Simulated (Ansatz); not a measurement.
Space group Fm-3m (No. 225). a = 5.408 Å, b = 5.408 Å, c = 5.408 Å, α = 90.00°, β = 90.00°, γ = 90.00°
```
atom site symmetry x y z
  Pb    4a m-3m  0.0000  0.0000  0.0000
   O    8c      -43m  0.2500  0.7500  0.7500
```

Equation of state of this PbO₂ structure (not necessarily the ground state), with shape and atoms relaxed at each volume where symmetry leaves them free. It has no gap at any of these volumes. Theory: Ansatz 0.2.0, DFT PBE, scalar-relativistic, plane waves, PAW.

Plane waves to 420 eV, a k mesh through Γ of 14×14×14 on the computed 3-atom cell and Gaussian smearing (0.10 eV); no spin polarisation.

```
V (Å³/atom) E − E(largest V) (meV/atom) P (GPa)
     11.598                        55.69    23.21
     11.993                         8.02    15.73
     12.388                       -22.80     9.51
     12.784                       -39.57     4.33
     13.179                       -44.67     0.02
     13.574                       -40.08    -3.58
     13.970                       -27.37    -6.61
     14.497                         0.00    -9.87
```

Question: Fit a third-order Birch–Murnaghan equation to E(V).

Answer: V0 = 13.18 Å³/atom, B0 = 131 GPa, B0' = 5.0.

Spin-orbit coupling is left out, which matters for the bands of heavy elements.

Cost: 8 runs of about 0.65 core-minutes in all, on Intel Xeon Platinum 8488C (Sapphire Rapids) (shared hosts).